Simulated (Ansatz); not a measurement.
**Ni: a scan of SCF settings, part 1 of 2**

Which SCF settings change the result for Ni, and which only the effort? The default run comes first. The cell (1 atom) is Ni in the measured crystal structure (space group Fm-3m). Source: COD entry 2102299.

Computed with Ansatz 0.2.0 (DFT r2SCAN, PAW, plane waves, scalar-relativistic, unless a step's input says otherwise).

**1. The structure to begin with**

It takes space group Fm-3m (No. 225, cubic). The conventional cell has a = 3.541 Å, b = 3.541 Å, c = 3.541 Å, α = 90.00°, β = 90.00°, γ = 90.00°. Around Ni (site symmetry m-3m) lie 12 Ni at 2.50 Å.

As a file:

```
CELL_PARAMETERS angstrom
0.00000 1.77045 1.77045
1.77045 0.00000 1.77045
1.77045 1.77045 0.00000
ATOMIC_POSITIONS crystal
Ni 0.00000 0.00000 0.00000
```

Atoms are counted from 1 in the order of input.yaml (Ni1 and so on).

Changes shown after the default run: cutoff 180 eV; Anderson, β 1.0, backtracking line search; Gaussian smearing, width 0.15 eV; Fermi–Dirac width 0.0005 eV, no switch to direct minimisation; Broyden, β 1.0, history 8, no preconditioner; Anderson, β 0.02, history 12, no preconditioner; linear mixing, β 0.3, no preconditioner; Fermi–Dirac width 0.001 eV, no switch to direct minimisation.

The search for lower states is off throughout, and inputs that name a mixer don't switch to direct minimisation unless they say so. Spin is collinear, with starting moments Ni1 2.00 μB. β is the mixing step of the charge; the magnetisation has a step of its own, which the program sets unless it is named.

**2. Default SCF settings**

input.yaml

```yaml
crystal:
  lattice:
    - [0.0, 1.77045, 1.77045]
    - [1.77045, 0.0, 1.77045]
    - [1.77045, 1.77045, 0.0]
  atoms:
    - { symbol: Ni, position: [0.0, 0.0, 0.0], spin: 2.0 }
magnetization:
  spin_polarized: true
hamiltonian:
  xc: r2scan
  pseudopotentials: { kind: paw }
basis:
  ecutwfc: 500
kpoints:
  mp_grid: { grid: [14, 14, 14] }
scf:
  occupations: { method: fermi_dirac, width: 0.1 }
  lower_state_search: "off"
output:
  forces: true
  stress: true
```

The run is started by

```
> ansatz run input.yaml --threads 2 --pin off --max-ram 5120MiB --backend cpu --events-out ev --progress --plain --runs-dir out
```

Standard output, shortened:

```text
[...]
Pseudopotentials: kind: paw
Pseudopotential: Ni, paw, valence charge 18, recommended cutoff 500 eV (meta_gga), Ni.paw.azcp
Functional definition: r2SCAN
[...]
Crystal: 1 atoms, lattice volume = 11.099 Å³
Basis set: ecut = 500 eV, 283 PW (Γ), exchange–correlation on 80×80×80 points (64 copies of the dense FFT grid, shifted against one another)
Bands: 14, of which v1, the nominal top of the filled ones, is band 9 counted from 1 (8 counted from 0)
Symmetry: 48 space group operations
Space group: Fm-3m (ITA 225), of the structure as read, at distance tolerance 2.2e-5 Å
Magnetic group: BNS 225.116 (UNI 1618), of the structure as read, at distance tolerance 2.2e-5 Å
k-points: 104 of 2744
[...]
Starting moments: Σ|m| = 2 μB on 1 of 1 site
[...]
SCF iter   1: F=-5845.189396 eV  HF=-5844.885544 eV  |F-HF|=3.04e-1  |Δ(HF+E_count)|=         —  Δρ=1.11e-1 (↑8.84e-2 ↓1.11e-1)  dr2=3.29e-2  dr2_τ=1.66e-2  dr2_m=9.99e-1  M=1.041 μB ∫|m|=1.181 μB  β_m=0.63  ethr=1.86e-4  ⟨swp⟩=1.0  Hψ=21385  notcnv=0
[...]
spin-set hold released at iteration 1 (the charge has settled, or the pull on large starting moments outlasts its swing): the magnetisation degrees of freedom join the quasi-Newton model from the next iteration; the mixer history was flushed
[...]
SCF iter  15: F=-5845.291882 eV  HF=-5845.291882 eV  |F-HF|=2.38e-8  |Δ(HF+E_count)|=   1.53e-7  Δρ=2.93e-6 (↑1.48e-6 ↓2.93e-6)  dr2=1.59e-10  dr2_τ=1.07e-12  dr2_m=4.86e-10  M=0.757 μB ∫|m|=0.937 μB  ethr=3.10e-12  ⟨swp⟩=3.9  Hψ=8451  notcnv=0
[...]
this state was not tested for a lower state beside it, because the mixer in use, unlike msr1, does not test its closes by its own steps (another_mixer; see scf.mixing.algorithm and scf.lower_state_search)
SCF converged after 15 iterations
Magnetization: 0.7571 μB (9.3786 up, 8.6214 down)
Absolute magnetization: 0.9378 μB (∫|ρ↑−ρ↓|, with the PAW one-centre terms)
Spin contamination: 0.0234 ħ² per cell (⟨S²⟩ above its minimum at these occupations)
Per-site moments (μB) at R_I (Å): [(0.8281319622388368, 1.0328151906201717)]
Free energy (F): -5845.291882 eV
[...]
E sigma→0 (E₀):  -5845.271014 eV
Entropy (-TS):   -0.041737 eV (-41.737 meV/atom)
Fermi energy:    17.666734 eV
[...]
--- Forces (eV/Å), atoms counted from 1 ---
  atom   1  Ni    -0.00000000    -0.00000000    -0.00000000
[...]
--- Stress (GPa, compression-positive) ---
      -10.005287       0.000000       0.000000
        0.000000     -10.005287       0.000000
       -0.000000       0.000000     -10.005287
  P = ⅓ Tr σ = -10.0053 GPa (-100.053 kbar)
```

It took 4.7 s on 2 threads of Arm Neoverse V1, shared host; peak memory 0.32 GiB.

The reference: 15 iterations with the default settings (Broyden mixing, preconditioner none); ferromagnetic, site moments Ni1 0.83 μB, total 0.76 μB per cell, no gap on the k-mesh.

**3. Cutoff 180 eV**

input.yaml, as its differences from that of step 2:

```diff
@@ -13,3 +13,3 @@
 basis:
-  ecutwfc: 500
+  ecutwfc: 180
 kpoints:
@@ -19,2 +19,3 @@
   lower_state_search: "off"
+  max_iter: 100
 output:
```

The run is started by

```
> ansatz run input.yaml --threads 2 --pin off --max-ram 5120MiB --backend cpu --events-out ev --progress --plain --runs-dir out
```

Standard output, shortened:

```text
Warning: basis.ecutwfc = 180 eV is below the records' recommended 500 eV, and the density's cutoff is lower with it unless basis.ecutrho_ratio is high enough to keep the records' density cutoff: compare with a run at a higher cutoff
[... 10 lines as in an earlier run ...]
Basis set: ecut = 180 eV, 59 PW (Γ), exchange–correlation on 48×48×48 points (64 copies of the dense FFT grid, shifted against one another)
[... 10 lines as in an earlier run ...]
Starting moments: Σ|m| = 2 μB on 1 of 1 site
[... 2 lines as in an earlier run ...]
SCF iter   1: F=-5804.786465 eV  HF=-5818.564899 eV  |F-HF|=1.38e1  |Δ(HF+E_count)|=         —  Δρ=3.21e-1 (↑3.21e-1 ↓1.24e-1)  dr2=8.10e0  dr2_τ=1.99e-1  dr2_m=1.32e0  M=1.047 μB ∫|m|=1.184 μB  β_m=0.30  ethr=3.10e-3  ⟨swp⟩=3.7  Hψ=14317  notcnv=0
[...]
spin-set hold released at iteration 2 (the charge has settled, or the pull on large starting moments outlasts its swing): the magnetisation degrees of freedom join the quasi-Newton model from the next iteration; the mixer history was flushed
[...]
SCF iter  25: F=-5815.281168 eV  HF=-5815.281168 eV  |F-HF|=1.64e-9  |Δ(HF+E_count)|=   6.58e-9  Δρ=6.35e-7 (↑2.62e-7 ↓6.35e-7)  dr2=2.31e-11  dr2_τ=1.19e-13  dr2_m=1.15e-11  M=-0.000 μB ∫|m|=0.000 μB  ethr=1.00e-12  ⟨swp⟩=1.0  Hψ=8512  notcnv=0
WARN: the starting moments were not kept: the SCF closed with an absolute magnetisation of 9.5e-5 μB, where they sum to 2 μB in size (1 site). That is at most 0.1 of that sum. Measured as dr2_m measures the in/out step, that magnetisation stands 2.0e-8 eV from none, at or under the [...]
[... 1 line as in an earlier run ...]
SCF converged after 25 iterations
Magnetization: -0.0001 μB (9.0000 up, 9.0000 down)
Absolute magnetization: 0.0001 μB (∫|ρ↑−ρ↓|, with the PAW one-centre terms)
Spin contamination: 0.0000 ħ² per cell (⟨S²⟩ above its minimum at these occupations)
Per-site moments (μB) at R_I (Å): [(-8.813740006247025e-5, 1.0328151906201717)]
Free energy (F): -5815.281168 eV
[...]
E sigma→0 (E₀):  -5815.261235 eV
Entropy (-TS):   -0.039866 eV (-39.866 meV/atom)
Fermi energy:    16.028847 eV
[...]
--- Forces (eV/Å), atoms counted from 1 ---
  atom   1  Ni    -0.00000000    -0.00000000     0.00000000
[...]
--- Stress (GPa, compression-positive) ---
     -134.873255       0.000000      -0.000000
       -0.000000    -134.873255       0.000000
        0.000000       0.000000    -134.873255
  P = ⅓ Tr σ = -134.8733 GPa (-1348.733 kbar)
```

Wall time 3.1 s (2 threads of Arm Neoverse V1, shared host); peak memory 0.25 GiB.

Compared with step 2: free energy shifted by +30011 meV/atom, so these numbers say nothing of the material, pressure -134.9 GPa against -10.0, moments Ni1 0.00 μB against Ni1 0.83; 25 iterations in place of 15.

The setting is a deliberately weak one: read the shift, not the values.

**4. Anderson, β 1.0, backtracking line search**

input.yaml, as its differences from that of step 3:

```diff
@@ -13,3 +13,3 @@
 basis:
-  ecutwfc: 180
+  ecutwfc: 500
 kpoints:
@@ -19,3 +19,5 @@
   lower_state_search: "off"
+  algorithm: density_mixing
   max_iter: 100
+  mixing: { algorithm: anderson, beta: 1.0, globalisation: backtrack }
 output:
```

The run is started by

```
> ansatz run input.yaml --threads 2 --pin off --max-ram 5120MiB --backend cpu --events-out ev --progress --plain --runs-dir out
```

Standard output, shortened:

```text
[... 21 lines as in an earlier run ...]
Starting moments: Σ|m| = 2 μB on 1 of 1 site
[... 2 lines as in an earlier run ...]
[...]
SCF iter   1: F=-5845.189410 eV  HF=-5844.885521 eV  |F-HF|=3.04e-1  |Δ(HF+E_count)|=         —  Δρ=1.11e-1 (↑8.84e-2 ↓1.11e-1)  dr2=3.29e-2  dr2_τ=1.66e-2  dr2_m=9.99e-1  M=1.041 μB ∫|m|=1.181 μB  β_m=2.08  ethr=5.58e-5  ⟨swp⟩=1.3  Hψ=21202  notcnv=0
[...]
[... 1 line as in an earlier run ...]
[...]
SCF iter  14: F=-5845.291882 eV  HF=-5845.291882 eV  |F-HF|=7.51e-9  |Δ(HF+E_count)|=   6.00e-8  Δρ=4.74e-6 (↑4.74e-6 ↓4.49e-6)  dr2=2.11e-11  dr2_τ=1.03e-10  dr2_m=2.16e-9  M=0.757 μB ∫|m|=0.937 μB  ethr=1.55e-12  ⟨swp⟩=1.8  Hψ=10341  notcnv=0
[...]
[... 1 line as in an earlier run ...]
SCF converged after 14 iterations
Magnetization: 0.7571 μB (9.3786 up, 8.6214 down)
Absolute magnetization: 0.9378 μB (∫|ρ↑−ρ↓|, with the PAW one-centre terms)
Spin contamination: 0.0234 ħ² per cell (⟨S²⟩ above its minimum at these occupations)
Per-site moments (μB) at R_I (Å): [(0.8281749140018886, 1.0328151906201717)]
Free energy (F): -5845.291882 eV
[...]
E sigma→0 (E₀):  -5845.271015 eV
Entropy (-TS):   -0.041736 eV (-41.736 meV/atom)
Fermi energy:    17.666812 eV
[... 25 lines left out: energy terms, forces, stress ...]
```

Wall time 5.2 s (2 threads of Arm Neoverse V1, shared host); peak memory 0.32 GiB.

It takes 14 iterations (default 15). Against the default run: the same free energy.

**5. Gaussian smearing, width 0.15 eV**

input.yaml, as its differences from that of step 4:

```diff
@@ -17,7 +17,5 @@
 scf:
-  occupations: { method: fermi_dirac, width: 0.1 }
+  occupations: { method: gaussian, width: 0.15 }
   lower_state_search: "off"
-  algorithm: density_mixing
   max_iter: 100
-  mixing: { algorithm: anderson, beta: 1.0, globalisation: backtrack }
 output:
```

The run is started by

```
> ansatz run input.yaml --threads 2 --pin off --max-ram 5120MiB --backend cpu --events-out ev --progress --plain --runs-dir out
```

Standard output, shortened:

```text
[... 21 lines as in an earlier run ...]
Starting moments: Σ|m| = 2 μB on 1 of 1 site
[... 2 lines as in an earlier run ...]
[...]
SCF iter   1: F=-5845.174463 eV  HF=-5844.869674 eV  |F-HF|=3.05e-1  |Δ(HF+E_count)|=         —  Δρ=1.10e-1 (↑8.82e-2 ↓1.10e-1)  dr2=3.22e-2  dr2_τ=1.66e-2  dr2_m=9.91e-1  M=1.043 μB ∫|m|=1.183 μB  β_m=0.63  ethr=1.82e-4  ⟨swp⟩=1.0  Hψ=21261  notcnv=0
[...]
[... 1 line as in an earlier run ...]
[...]
SCF iter  12: F=-5845.277917 eV  HF=-5845.277917 eV  |F-HF|=9.01e-8  |Δ(HF+E_count)|=   1.63e-8  Δρ=4.81e-6 (↑4.52e-6 ↓4.81e-6)  dr2=2.69e-10  dr2_τ=1.24e-11  dr2_m=1.97e-9  M=0.762 μB ∫|m|=0.944 μB  ethr=5.56e-10  ⟨swp⟩=4.1  Hψ=9236  notcnv=0
[...]
[... 1 line as in an earlier run ...]
SCF converged after 12 iterations
Magnetization: 0.7620 μB (9.3810 up, 8.6190 down)
Absolute magnetization: 0.9452 μB (∫|ρ↑−ρ↓|, with the PAW one-centre terms)
Spin contamination: 0.0238 ħ² per cell (⟨S²⟩ above its minimum at these occupations)
Per-site moments (μB) at R_I (Å): [(0.8338851711558153, 1.0328151906201717)]
Free energy (F): -5845.277917 eV
[...]
E sigma→0 (E₀):  -5845.270402 eV
Entropy (-TS):   -0.015030 eV (-15.030 meV/atom)
Fermi energy:    17.682863 eV
[...]
--- Forces (eV/Å), atoms counted from 1 ---
  atom   1  Ni    -0.00000000    -0.00000000     0.00000000
[...]
--- Stress (GPa, compression-positive) ---
      -10.138439      -0.000000      -0.000000
        0.000000     -10.138439       0.000000
       -0.000000       0.000000     -10.138439
  P = ⅓ Tr σ = -10.1384 GPa (-101.384 kbar)
```

Run time: 3.9 s. Hardware: 2 threads of Arm Neoverse V1, shared host; peak memory 0.31 GiB.

12 iterations against 15; free energy shifted by +14.0 meV/atom, zero-width estimate shifted by +0.6 meV/atom, pressure -10.1 GPa against -10.0.

**6. Fermi–Dirac width 0.0005 eV, no switch to direct minimisation**

input.yaml, as its differences from that of step 5:

```diff
@@ -17,5 +17,7 @@
 scf:
-  occupations: { method: gaussian, width: 0.15 }
+  occupations: { method: fermi_dirac, width: 0.0005 }
   lower_state_search: "off"
+  algorithm: density_mixing
   max_iter: 100
+  mixing: {}
 output:
```

The run is started by

```
> ansatz run input.yaml --threads 2 --pin off --max-ram 5120MiB --backend cpu --events-out ev --progress --plain --runs-dir out
```

Standard output:

```text
[... 21 lines as in an earlier run ...]
Starting moments: Σ|m| = 2 μB on 1 of 1 site
[... 2 lines as in an earlier run ...]
iter 1 solved again at ethr=1.83e-4 eV; its pass at ethr=3.10e-3 eV (dr2=3.30e-2 eV) is discarded
SCF iter   1: F=-5845.166457 eV  HF=-5844.860652 eV  |F-HF|=3.06e-1  |Δ(HF+E_count)|=         —  Δρ=1.10e-1 (↑8.76e-2 ↓1.10e-1)  dr2=3.24e-2  dr2_τ=1.65e-2  dr2_m=9.79e-1  M=1.049 μB ∫|m|=1.186 μB  β_m=0.63  ethr=1.83e-4  ⟨swp⟩=1.1  Hψ=21154  notcnv=0
Mixer restart at iter 1: flushing history
preconditioner: auto → none  [metal: Δε(μ)=0.001 eV  Ē_g=17.556 eV  σ=0.001 eV  W_gap=0.39  n_scr=0 (ndim 8)  ℏωp=35.2 eV  f_vac=0.000  D(μ)=7.96/eV (n_scr^D=282)]
[... 1 line as in an earlier run ...]
SCF iter   2: F=-5845.211099 eV  HF=-5844.995214 eV  |F-HF|=2.16e-1  |Δ(HF+E_count)|=   1.35e-1  Δρ=5.45e-2 (↑3.89e-2 ↓5.45e-2)  dr2=1.70e-2  dr2_τ=1.26e-3  dr2_m=2.14e-1  M=0.961 μB ∫|m|=1.143 μB  β_m=1.20  ethr=1.80e-4  ⟨swp⟩=3.0  Hψ=7633  notcnv=0  κ⁻¹=1.0e0(r=1)
SCF iter   3: F=-5845.246964 eV  HF=-5845.039101 eV  |F-HF|=2.08e-1  |Δ(HF+E_count)|=   4.39e-2  Δρ=1.11e-2 (↑6.74e-3 ↓1.11e-2)  dr2=3.01e-3  dr2_τ=9.99e-5  dr2_m=3.56e-3  M=0.839 μB ∫|m|=1.086 μB  β_m=1.20  ethr=9.44e-5  ⟨swp⟩=3.0  Hψ=7534  notcnv=0  κ⁻¹=8.8e-3(r=2)
SCF iter   4: F=-5845.260781 eV  HF=-5845.158127 eV  |F-HF|=1.03e-1  |Δ(HF+E_count)|=   1.19e-1  Δρ=9.72e-3 (↑4.63e-3 ↓9.72e-3)  dr2=5.29e-3  dr2_τ=6.13e-5  dr2_m=2.02e-3  M=0.792 μB ∫|m|=1.044 μB  β_m=1.20  ethr=1.67e-5  ⟨swp⟩=2.7  Hψ=7389  notcnv=0  defer=16  κ⁻¹=2.6e-3(r=3)
SCF iter   5: F=-5845.263116 eV  HF=-5845.181673 eV  |F-HF|=8.14e-2  |Δ(HF+E_count)|=   2.35e-2  Δρ=7.86e-3 (↑4.12e-3 ↓7.86e-3)  dr2=3.61e-3  dr2_τ=5.06e-5  dr2_m=1.26e-3  M=0.786 μB ∫|m|=1.034 μB  β_m=1.20  ethr=1.67e-5  ⟨swp⟩=2.0  Hψ=5044  notcnv=0  defer=49  κ⁻¹=1.2e-4(r=4)
SCF iter   6: F=-5845.269245 eV  HF=-5845.262062 eV  |F-HF|=7.18e-3  |Δ(HF+E_count)|=   8.04e-2  Δρ=1.60e-3 (↑1.34e-3 ↓1.60e-3)  dr2=5.68e-5  dr2_τ=6.12e-6  dr2_m=1.26e-4  M=0.786 μB ∫|m|=0.984 μB  β_m=1.20  ethr=1.67e-5  ⟨swp⟩=2.9  Hψ=7348  notcnv=0  defer=49  κ⁻¹=1.9e-5(r=5)
SCF iter   7: F=-5845.270119 eV  HF=-5845.269797 eV  |F-HF|=3.22e-4  |Δ(HF+E_count)|=   7.73e-3  Δρ=2.67e-3 (↑2.23e-3 ↓2.67e-3)  dr2=3.14e-5  dr2_τ=2.45e-6  dr2_m=6.00e-4  M=0.769 μB ∫|m|=0.955 μB  β_m=1.20  ethr=3.16e-7  ⟨swp⟩=3.3  Hψ=9250  notcnv=0  defer=119  κ⁻¹=1.1e-5(r=6)
SCF iter   8: F=-5845.270182 eV  HF=-5845.269991 eV  |F-HF|=1.91e-4  |Δ(HF+E_count)|=   1.94e-4  Δρ=1.29e-3 (↑1.29e-3 ↓1.22e-3)  dr2=9.42e-6  dr2_τ=6.21e-7  dr2_m=1.53e-4  M=0.769 μB ∫|m|=0.952 μB  β_m=1.20  ethr=1.75e-7  ⟨swp⟩=2.8  Hψ=4968  notcnv=0  defer=122  κ⁻¹=4.2e-6(r=7)
SCF iter   9: F=-5845.270214 eV  HF=-5845.270161 eV  |F-HF|=5.28e-5  |Δ(HF+E_count)|=   1.70e-4  Δρ=9.20e-4 (↑9.20e-4 ↓7.43e-4)  dr2=3.14e-6  dr2_τ=5.18e-7  dr2_m=6.86e-5  M=0.769 μB ∫|m|=0.949 μB  β_m=1.20  ethr=5.24e-8  ⟨swp⟩=3.3  Hψ=6543  notcnv=0  defer=122  κ⁻¹=8.5e-7(r=8)
SCF iter  10: F=-5845.270213 eV  HF=-5845.270168 eV  |F-HF|=4.52e-5  |Δ(HF+E_count)|=   6.91e-6  Δρ=7.19e-4 (↑6.53e-4 ↓7.19e-4)  dr2=1.41e-6  dr2_τ=2.29e-7  dr2_m=4.68e-5  M=0.769 μB ∫|m|=0.950 μB  β_m=1.20  ethr=1.75e-8  ⟨swp⟩=3.1  Hψ=6429  notcnv=0  defer=123  κ⁻¹=1.8e-6(r=8)
SCF iter  11: F=-5845.270221 eV  HF=-5845.270221 eV  |F-HF|=5.39e-7  |Δ(HF+E_count)|=   5.28e-5  Δρ=2.45e-4 (↑8.20e-5 ↓2.45e-4)  dr2=2.21e-6  dr2_τ=2.03e-8  dr2_m=2.52e-6  M=0.769 μB ∫|m|=0.948 μB  β_m=1.20  ethr=7.83e-9  ⟨swp⟩=3.2  Hψ=6668  notcnv=0  defer=124  κ⁻¹=7.2e-6(r=8)
SCF iter  12: F=-5845.270221 eV  HF=-5845.270221 eV  |F-HF|=8.90e-8  |Δ(HF+E_count)|=   2.38e-7  Δρ=9.71e-5 (↑1.60e-5 ↓9.71e-5)  dr2=6.02e-7  dr2_τ=2.34e-9  dr2_m=2.52e-7  M=0.769 μB ∫|m|=0.948 μB  β_m=1.20  ethr=7.83e-9  ⟨swp⟩=2.0  Hψ=3676  notcnv=0  defer=125  κ⁻¹=1.2e-6(r=8)
SCF iter  13: F=-5845.270221 eV  HF=-5845.270221 eV  |F-HF|=4.27e-7  |Δ(HF+E_count)|=   3.89e-7  Δρ=5.79e-5 (↑4.49e-5 ↓5.79e-5)  dr2=1.32e-8  dr2_τ=1.25e-9  dr2_m=2.65e-7  M=0.769 μB ∫|m|=0.949 μB  β_m=1.20  ethr=5.56e-10  ⟨swp⟩=3.6  Hψ=11560  notcnv=0  κ⁻¹=3.0e-7(r=8)
iter 14 did not close the SCF: its close was put off for a magnetic moment that had not settled (scf_convergence_deferred on its scf_iter line)
SCF iter  14: F=-5845.270221 eV  HF=-5845.270221 eV  |F-HF|=1.58e-8  |Δ(HF+E_count)|=   4.67e-7  Δρ=1.82e-5 (↑5.94e-6 ↓1.82e-5)  dr2=1.13e-8  dr2_τ=1.37e-10  dr2_m=1.36e-8  M=0.769 μB ∫|m|=0.948 μB  β_m=1.20  ethr=7.35e-11  ⟨swp⟩=4.3  Hψ=9392  notcnv=0  κ⁻¹=1.5e-7(r=8)
SCF iter  15: F=-5845.270221 eV  HF=-5845.270221 eV  |F-HF|=1.58e-8  |Δ(HF+E_count)|=   6.50e-9  Δρ=2.13e-6 (↑6.40e-7 ↓2.13e-6)  dr2=2.88e-10  dr2_τ=1.81e-12  dr2_m=1.17e-10  M=0.769 μB ∫|m|=0.948 μB  ethr=6.27e-11  ⟨swp⟩=2.0  Hψ=9862  notcnv=0
SCF 1 converged in 15 iterations: F = -5845.270221 eV  dr2 = 2.88e-10
[... 1 line as in an earlier run ...]
SCF converged after 15 iterations
Magnetization: 0.7690 μB (9.3845 up, 8.6155 down)
Absolute magnetization: 0.9496 μB (∫|ρ↑−ρ↓|, with the PAW one-centre terms)
Spin contamination: 0.0235 ħ² per cell (⟨S²⟩ above its minimum at these occupations)
Per-site moments (μB) at R_I (Å): [(0.8397914131363469, 1.0328151906201717)]
Free energy (F): -5845.270221 eV
Harris-Foulkes:  -5845.270221 eV  (|F-HF|=1.58e-8)
Internal energy: -5845.270218 eV  (E = F + TS)
E sigma→0 (E₀):  -5845.270219 eV
Entropy (-TS):   -0.000004 eV (-0.004 meV/atom)
Fermi energy:    17.717610 eV
--- Per-component energies (eV) ---
  E_band       = -318.074332
  E_kinetic    = 281.123443
  E_local      = -3475.417432  (includes V_loc(G=0)·N_el)
  E_nonlocal   = 640.422740
  E_hartree    = 1452.056763
  E_xc         = -78.407441
  E_vxc        = -116.388476  (∫ρ·V_xc dr)
  E_paw        = -1644.244354  (= ΣΔE_a)
  E_vpaw       = -560.552074  (= ΣTr[D̂ρ^β])
  E_aug_tail   = 0.000220  (compensation charges beyond the density's cutoff)
  E_vtau       = 8.624945  (kinetic-family band-sum trace: ∫τ·v_τ [+ j·A + Jᵃ·Aᵃ] dr)
  E_ewald      = -3020.504088
  E_core_change = -0.300069  (= ΣΔE_core)
  E_smearing   = -0.000004  (= −TS)
  E_closure    = 0.000000  (closes the sum)
  Σ components = -5845.270221   (vs F -5845.270221, Δ=0.00e0)
--- Forces (eV/Å), atoms counted from 1 ---
  atom   1  Ni    -0.00000000    -0.00000000     0.00000000
  max |Σ_I F_I| component: 9.04e-32 eV/Å
--- Stress (GPa, compression-positive) ---
      -10.222419       0.000000       0.000000
        0.000000     -10.222419      -0.000000
        0.000000       0.000000     -10.222419
  P = ⅓ Tr σ = -10.2224 GPa (-102.224 kbar)
```

Run time: 5.2 s. Hardware: 2 threads of Arm Neoverse V1, shared host; peak memory 0.32 GiB.

15 iterations, as in the default run; free energy shifted by +21.7 meV/atom, zero-width estimate shifted by +0.8 meV/atom, pressure -10.2 GPa against -10.0.

**7. Broyden, β 1.0, history 8, no preconditioner**

input.yaml, as its differences from that of step 6:

```diff
@@ -17,3 +17,3 @@
 scf:
-  occupations: { method: fermi_dirac, width: 0.0005 }
+  occupations: { method: fermi_dirac, width: 0.1 }
   lower_state_search: "off"
@@ -21,3 +21,3 @@
   max_iter: 100
-  mixing: {}
+  mixing: { algorithm: broyden, ndim: 8, beta: 1.0, preconditioner: none }
 output:
```

The run is started by

```
> ansatz run input.yaml --threads 2 --pin off --max-ram 5120MiB --backend cpu --events-out ev --progress --plain --runs-dir out
```

Standard output, shortened:

```text
[... 21 lines as in an earlier run ...]
Starting moments: Σ|m| = 2 μB on 1 of 1 site
[... 3 lines as in an earlier run ...]
SCF iter   1: F=-5845.189396 eV  HF=-5844.885544 eV  |F-HF|=3.04e-1  |Δ(HF+E_count)|=         —  Δρ=1.11e-1 (↑8.84e-2 ↓1.11e-1)  dr2=3.29e-2  dr2_τ=1.66e-2  dr2_m=9.99e-1  M=1.041 μB ∫|m|=1.181 μB  β_m=2.08  ethr=1.86e-4  ⟨swp⟩=1.0  Hψ=21385  notcnv=0
[...]
[... 1 line as in an earlier run ...]
[...]
SCF iter  14: F=-5845.291882 eV  HF=-5845.291882 eV  |F-HF|=8.11e-9  |Δ(HF+E_count)|=   1.98e-8  Δρ=4.75e-6 (↑4.75e-6 ↓4.11e-6)  dr2=4.01e-11  dr2_τ=1.24e-10  dr2_m=1.98e-9  M=0.757 μB ∫|m|=0.937 μB  ethr=4.00e-11  ⟨swp⟩=2.3  Hψ=10204  notcnv=0
[...]
[... 1 line as in an earlier run ...]
SCF converged after 14 iterations
Magnetization: 0.7571 μB (9.3786 up, 8.6214 down)
Absolute magnetization: 0.9378 μB (∫|ρ↑−ρ↓|, with the PAW one-centre terms)
Spin contamination: 0.0234 ħ² per cell (⟨S²⟩ above its minimum at these occupations)
Per-site moments (μB) at R_I (Å): [(0.8281765628348053, 1.0328151906201717)]
Free energy (F): -5845.291882 eV
[...]
E sigma→0 (E₀):  -5845.271015 eV
Entropy (-TS):   -0.041735 eV (-41.735 meV/atom)
Fermi energy:    17.666810 eV
[... 25 lines left out: energy terms, forces, stress ...]
```

It took 5.1 s on 2 threads of Arm Neoverse V1, shared host; peak memory 0.32 GiB.

Compared with step 2: the same free energy; 14 iterations in place of 15.

(Continued in part 2 of 2.)
